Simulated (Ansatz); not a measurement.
The system is TaN.

```
Ta N
1.0
     5.18500    0.00000    0.00000
    -2.59250    4.49034    0.00000
     0.00000    0.00000    2.90800
Ta N
3 3
Cartesian
  0.0000 0.0000 0.0000
  0.0000 2.9936 1.4540
  2.5925 1.4968 1.4540
  2.5925 0.0000 0.0000
  1.2963 2.2452 0.0000
  -1.2963 2.2452 0.0000
```

* Program: Ansatz 0.2.0
* Task: relaxation of cell and atoms
* Functional: PBE
* Potentials or basis: Ansatz PAW
* Cutoff: 420 eV (not typed: the program's choice for these potentials)
* k mesh: 6 × 6 × 9
* Occupations: fermi-dirac, width 0.05 eV
* Spin: no spin polarisation

At the start: volume 11.28 Å³/atom.

Question: How do energy, volume and symmetry change on relaxing?

Answer: It ends after 8 steps and the volume is 11.66 Å³/atom (+3.4 %); space group P6/mmm (No. 191, to 0.05 Å).

The path:
| step | energy change (eV) | largest force (eV/Å) | volume (Å³) |
| --- | --- | --- | --- |
| 1 | 0.0000 | 0.0000 | 67.71 |
| 2 | -0.0444 | 0.0000 | 70.98 |
| 3 | -0.0620 | 0.0000 | 70.00 |
| 4 | -0.0626 | 0.0000 | 69.94 |
| 5 | -0.0625 | 0.0000 | 69.94 |
| 6 | -0.0702 | 0.0000 | 69.94 |
| 7 | -0.0701 | 0.0000 | 69.99 |
| 8 | -0.0702 | 0.0000 | 69.99 |

Final structure:
```xyz
6
Lattice="5.2499 0.0000 0.0000 -2.6250 4.5466 0.0000 0.0000 0.0000 2.9321" Properties=species:S:1:pos:R:3 pbc="T T T"
Ta    0.0000    0.0000    0.0000
Ta    0.0000    3.0311    1.4660
Ta    2.6250    1.5155    1.4660
N     2.6250    0.0000    0.0000
N     1.3125    2.2733    0.0000
N    -1.3125    2.2733    0.0000
```

Caveat: the plane-wave basis is chosen anew once the cell has moved, so the energies of steps on either side of that aren't comparable; the pressure holds a Pulay correction of +0.4 GPa for the finite cutoff.
